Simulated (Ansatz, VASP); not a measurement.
# Two plane-wave programs on AlCu

File INCAR:

```
ALGO = Fast
EDIFF = 1E-6
ENCUT = 520
GGA = PS
ISIF = 2
ISMEAR = 0
LASPH = True
LCHARG = False
LREAL = False
LWAVE = False
NBANDS = 14
NELM = 100
PREC = Accurate
SIGMA = 0.15
```

KPOINTS

```
k-points
0
Gamma
  16 16 16
```

The input POSCAR:

```
AlCu
1.0
    2.9975090000      0.0000000000      0.0000000000
    0.0000000000      2.9975090000      0.0000000000
    0.0000000000      0.0000000000      2.9975090000
Al Cu
1 1
Direct
    0.0000000000      0.0000000000      0.0000000000
    0.5000000000      0.5000000000      0.5625519390
```

Input for Ansatz:

```yaml
crystal:
  lattice:
    - [2.997509, 0.0, 0.0]
    - [0.0, 2.997509, 0.0]
    - [0.0, 0.0, 2.997509]
  atoms:
    - { symbol: Al, position: [0.0, 0.0, 0.0] }
    - { symbol: Cu, position: [0.5, 0.5, 0.562551939] }
basis:
  ecutwfc: 420
kpoints:
  mp_grid: { grid: [16, 16, 16] }
hamiltonian:
  xc: pbesol
scf:
  occupations: { method: gaussian, width: 0.15 }
output:
  forces: true
  stress: true
  eigenvalues: true
  write_density: true
  write_potential: true
  elf: true
  volumetric_format: npy
```

Change from the starting cell: all Cu atoms moved +0.188 Å, as atom 2 along Cartesian [0 0 1].

Alike in both runs: task single point; functional PBEsol; k mesh 16 × 16 × 16; occupations gaussian, width 0.15 eV; no spin polarisation.

```csv
,VASP,Ansatz
version,VASP 6.6.1,Ansatz 0.2.0
potentials or method,"VASP PAW PBE potentials, release 64 (Al, Cu)","scalar-relativistic, plane waves, PAW"
plane-wave cutoff (eV),520,420
valence electrons in the cell,14,22
```

VASP gave:

```
gap on the k mesh at the Fermi level (eV)       : none
pressure (GPa)                                  : -3.6
largest component of the traceless stress (GPa) : 0.78
rms of the force components (eV/Å)              : 0.403
```

Task: Which values does Ansatz return?

Result: gap on the k mesh at the Fermi level (eV): none; pressure (GPa): -3.3; largest component of the traceless stress (GPa): 0.76; rms of the force components (eV/Å): 0.400.

Atom by atom the forces differ by 0.002 eV/Å (rms over components). A gap of «none» marks a metal or a gap that the smearing closes. The two sets of potentials don't hold the same shells in valence.

Caveats: the PAW data sets were made with another functional, which shifts forces and pressure a little (VASP).
